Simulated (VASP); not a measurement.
# H in VASP: a series of runs

One molecule, H, is run at these levels: PBE+D3(BJ), PBE, RPBE, RPBE+D3(BJ); tasks: relaxation of the atoms, single point.

Everything below comes from runs of VASP 6.6.1. Logs are shortened: lines on timing, memory, paths and dates and some standing lists are left out, and cuts for length are marked.

### Step 1. The molecule as given

The cell holds a molecule in a box, 1 atom: a = 10.500 Å, b = 11.000 Å, c = 11.500 Å, α = 90.00°, β = 90.00°, γ = 90.00°.

### Step 2. Relaxation of the atoms, PBE+D3(BJ), collinear spin, ferromagnetic start

File INCAR:

```
ALGO = Normal
EDIFF = 1E-6
EDIFFG = -0.03
ENCUT = 400
GGA = PE
IBRION = 2
ISIF = 2
ISMEAR = 0
ISPIN = 2
ISYM = 0
IVDW = 12
LASPH = True
LCHARG = False
LORBIT = 11
LREAL = False
LWAVE = False
MAGMOM = 1.1
NELM = 100
NSW = 120
NUPDOWN = 1
PREC = Accurate
SIGMA = 0.01
```

File KPOINTS:

```
k-points
0
Gamma
  1 1 1
```

File POSCAR:

```
H
1.0
   10.5000000000      0.0000000000      0.0000000000
    0.0000000000     11.0000000000      0.0000000000
    0.0000000000      0.0000000000     11.5000000000
H
1
Selective dynamics
Direct
    0.5000000000      0.5045454545      0.5000000000  F F F
```

Potentials or basis: VASP PAW PBE potentials, release 64 (H).

Run with:

```
$ cat potpaw_PBE.64/H/POTCAR > POTCAR
$ mpirun -np 1 vasp_gam > vasp.out
```

OUTCAR:

```text
EDIFF = 1E-6
   EDIFFG = -0.03
   ENCUT = 400
   GGA = PE
   IBRION = 2
   ISIF = 2
   ISMEAR = 0
   ISPIN = 2
   ISYM = 0
   IVDW = 12
   LASPH = True
   LORBIT = 11
   LREAL = False
   NELM = 100
   NSW = 120
   NUPDOWN = 1
   PREC = Accurate
 IVDW          = 12

 ion  position               nearest neighbor table
   1  0.500  0.505  0.500-

IMPORTANT INFORMATION: All symmetrisations will be switched off!
NOSYMM: (Re-)initialisation of all symmetry stuff for point group C_1.

----------------------------------------------------------------------------------------

                                     Primitive cell

  volume of cell :    1328.2500

  direct lattice vectors                    reciprocal lattice vectors
    10.500000000  0.000000000  0.000000000     0.095238095  0.000000000  0.000000000
     0.000000000 11.000000000  0.000000000     0.000000000  0.090909091  0.000000000
     0.000000000  0.000000000 11.500000000     0.000000000  0.000000000  0.086956522

  length of vectors
    10.500000000 11.000000000 11.500000000     0.095238095  0.090909091  0.086956522

  position of ions in fractional coordinates (direct lattice)
     0.500000000  0.504545454  0.500000000

  ion indices of the primitive-cell ions
   primitive index   ion index
                 1           1

----------------------------------------------------------------------------------------

 KPOINTS: k-points

Automatic generation of k-mesh.
 Grid dimensions read from file:
 generate k-points for:    1    1    1

 Generating k-lattice:

  Cartesian coordinates                     Fractional coordinates (reciprocal lattice)
     0.095238095  0.000000000  0.000000000     1.000000000  0.000000000  0.000000000
     0.000000000  0.090909091  0.000000000     0.000000000  1.000000000  0.000000000
     0.000000000  0.000000000  0.086956522     0.000000000  0.000000000  1.000000000

  Length of vectors
     0.095238095  0.090909091  0.086956522

  Shift w.r.t. Gamma in fractional coordinates (k-lattice)
     0.000000000  0.000000000  0.000000000

 Subroutine IBZKPT returns following result:
 ===========================================

 Found      1 irreducible k-points:

 Following reciprocal coordinates:
            Coordinates               Weight
  0.000000  0.000000  0.000000      1.000000
   k-points           NKPTS =      1   k-points in BZ     NKDIM =      1   number of bands    NBANDS=      5
   number of dos      NEDOS =    301   number of ions     NIONS =      1
   total plane-waves  NPLWV = 403200
   dimension x,y,z NGX =    70 NGY =   72 NGZ =   80
   dimension x,y,z NGXF=   140 NGYF=  144 NGZF=  160
   ions per type =               1
   NGX,Y,Z   is equivalent  to a cutoff of  11.08, 10.88, 11.56 a.u.
   NGXF,Y,Z  is equivalent  to a cutoff of  22.17, 21.76, 23.13 a.u.
 SYSTEM =  unknown system
   PREC   = accura    normal or accurate (medium, high low for compatibility)
   ISTART =      0    job   : 0-new  1-cont  2-samecut
   ICHARG =      2    charge: 1-file 2-atom 10-const
   ISPIN  =      2    spin polarized calculation?
   LNONCOLLINEAR =      F non collinear calculations
   LSORBIT =      F    spin-orbit coupling
   LASPH  =      T    aspherical Exc in radial PAW
   ENCUT  =  400.0 eV  29.40 Ry    5.42 a.u.  17.12 17.94 18.75*2*pi/ulx,y,z
   NELM   =    100;   NELMIN=  2; NELMDL= -5     # of ELM steps
   EDIFF  = 0.1E-05   stopping-criterion for ELM
   LREAL  =      F    real-space projection
   EDIFFG = -.3E-01   stopping-criterion for IOM
   NSW    =    120    number of steps for IOM
   IBRION =      2    ionic relax: 0-MD 1-quasi-New 2-CG
   NFREE  =      1    steps in history (QN), initial steepest desc. (CG)
   ISIF   =      2    stress and relaxation
   ISYM   =      0    0-nonsym 1-usesym 2-fastsym
   POTIM  = 0.5000    time-step for ionic-motion
   TEBEG  =    0.0;   TEEND  =   0.0 temperature during run
   PSTRESS=    0.0 pullay stress
   NELECT =       1.0000    total number of electrons
   NUPDOWN=       1.0000    fix difference up-down
   EMIN   =  10.00;   EMAX   =-10.00  energy-range for DOS
   EFERMI =   0.00;   METHOD = LEGACY
   ISMEAR =     0;   SIGMA  =   0.01  broadening in eV -4-tet -1-fermi 0-gaus
   EFERMI_NEDOS =   21; number of points for ismear=-14 and -15
   IALGO  =     38    algorithm
   IMIX   =      4    mixing-type and parameters
     AMIX     =   0.40;   BMIX     =  1.00
     AMIX_MAG =   1.60;   BMIX_MAG =  1.00
  volume/ion in A,a.u.               =    1328.25      8963.47
  Fermi-wavevector in a.u.,A,eV,Ry     =   0.148930  0.281436  0.301778  0.022180
  Thomas-Fermi vector in A             =   0.822895
   LORBIT       =     11    0 simple, 1 ext, 2 COOP (PROOUT), +10 PAW based schemes
   GGA     = PE    functional components
   LHFCALC =     F    Hartree Fock is set to
   AEXX    =    0.0000 exact exchange contribution
   IVDW    =    12    specifies the selected vdW correction
   LEPSILON=     F    determine dielectric tensor
   LRPA    =     F    only Hartree local field effects (RPA)
 conjugate gradient relaxation of ions
 spin polarized calculation
 Gauss-broadening in eV      SIGMA  =   0.01
  energy-cutoff  :      400.00
  volume of cell :     1328.25
 maximum number of plane-waves:     12033
 NGX is ok and might be reduce to    70
   NGX = 35   NGY = 35   NGZ = 37

 number of electron       1.0000001 magnetization       1.0000038

 Free energy of the ion-electron system (eV)
  ---------------------------------------------------
  ext. energy  EPLUGINS =         0.00000000
  ---------------------------------------------------
  free energy    TOTEN  =        -1.11571091 eV

  energy without entropy =       -1.11571091  energy(sigma->0) =       -1.11571091

 E-fermi :  -8.0308     XC(G=0):  -0.1223

 val. band max:       -7.5709740644   @ k =   0.0000   0.0000   0.0000
 cond. band min:      -0.2093480635   @ k =   0.0000   0.0000   0.0000
 fundamental gap:      7.3616260009
 Fermi energy:        -7.5184822666

 spin component 1

 k-point     1 :       0.0000    0.0000    0.0000
  band No.  band energies     occupation
      1      -7.5710      1.00000
      2      -0.2093      0.00000
      3       0.5720      0.00000
      4       0.6349      0.00000
      5       0.7078      0.00000
 Fermi energy:        -8.0308317856

 spin component 2

 k-point     1 :       0.0000    0.0000    0.0000
  band No.  band energies     occupation
      1       0.0449      0.00000
      2       1.1593      0.00000
      3       1.1771      0.00000
      4       1.2665      0.00000
      5       1.3009      0.00000

------------------------ aborting loop because EDIFF is reached ----------------------------------------

 Edisp (eV)   -0.00001

 E8    (eV) :    -0.0000

  FORCE on cell =-STRESS in cart. coord.  units (eV):
  Direction    XX          YY          ZZ          XY          YZ          ZX
  --------------------------------------------------------------------------------------
  -------------------------------------------------------------------------------------
  Total      -0.04600    -0.04608    -0.04600    -0.00000    -0.00000     0.00000
  in kB      -0.05548    -0.05558    -0.05549    -0.00000    -0.00000     0.00000
  external pressure =       -0.06 kB  Pullay stress =        0.00 kB

 VOLUME and BASIS-vectors are now :
 -----------------------------------------------------------------------------
  energy-cutoff  :      400.00
  volume of cell :     1328.25
      direct lattice vectors                 reciprocal lattice vectors
    10.500000000  0.000000000  0.000000000     0.095238095  0.000000000  0.000000000
     0.000000000 11.000000000  0.000000000     0.000000000  0.090909091  0.000000000
     0.000000000  0.000000000 11.500000000     0.000000000  0.000000000  0.086956522

 POSITION                                       TOTAL-FORCE (eV/Angst)
 -----------------------------------------------------------------------------------
      5.25000      5.55000      5.75000         0.000000     -0.000161     -0.000000
 -----------------------------------------------------------------------------------
    total drift:                                0.000000     -0.000161     -0.000000

  FREE ENERGIE OF THE ION-ELECTRON SYSTEM (eV)
  ---------------------------------------------------
  free  energy   TOTEN  =        -1.1157217622 eV

  energy  without entropy=       -1.1157217622  energy(sigma->0) =       -1.11572176

 reached required accuracy - stopping structural energy minimisation

 total charge

# of ion       s       p       d       tot
------------------------------------------
    1        0.381   0.000   0.000   0.381

 magnetization (x)

# of ion       s       p       d       tot
------------------------------------------
    1        0.381   0.000   0.000   0.381
```

Wall time 46 s (1 thread of Intel Xeon 6975P-C (Granite Rapids), shared host); peak memory 1 GiB.

What came out:

```yaml
Free_energy: -1.1157 eV
Net_moment: 1.00 μB per cell
Site_moments: H +0.38 μB
Valence_electrons_inside_the_program's_atomic_spheres: H 0.38
Dispersion_energy_per_atom: 0.000 eV
```

Final structure:
```
H
1.0
    10.50000    0.00000    0.00000
     0.00000   11.00000    0.00000
     0.00000    0.00000   11.50000
H
1
Direct
  0.50000 0.50455 0.50000
```

Caveat: the relaxation stopped at its first step, so nothing moved; the total moment is fixed, so each spin has its own Fermi level.

### Step 3. Single point, PBE, collinear spin, ferromagnetic start

File INCAR:

```
PREC = Accurate
ENCUT = 400
EDIFF = 1E-6
ISMEAR = 0
SIGMA = 0.01
LREAL = False
LASPH = True
NELM = 100
ALGO = Normal
ISIF = 2
LWAVE = False
LCHARG = False
ISPIN = 2
MAGMOM = 1.1
LORBIT = 11
NUPDOWN = 1
GGA = PE
ISYM = 0
```

File KPOINTS:

```
Automatic mesh
0
Gamma
  1 1 1
```

File POSCAR:

```
H                                       
1.0
   10.5000000000      0.0000000000      0.0000000000
    0.0000000000     11.0000000000      0.0000000000
    0.0000000000      0.0000000000     11.5000000000
  H             
     1
Selective dynamics
Direct
     0.5000000000000000    0.5045454544999970    0.5000000000000000   F   F   F
```

Potentials or basis: VASP PAW PBE potentials, release 64 (H).

Run with:

```
$ cat potpaw_PBE.64/H/POTCAR > POTCAR
$ mpirun -np 1 vasp_gam > vasp.out
```

Wall time 44 s (1 thread of Intel Xeon 6975P-C (Granite Rapids), shared host); peak memory 1 GiB.

It converged, with:

```
Free energy                                           : -1.1157 eV
Net moment                                            : 1.00 μB per cell
Site moments                                          : H +0.38 μB
Valence electrons inside the program's atomic spheres : H 0.38
```

Caveat: the total moment is fixed, so each spin has its own Fermi level.

(Part 1 of 2 ends here.)
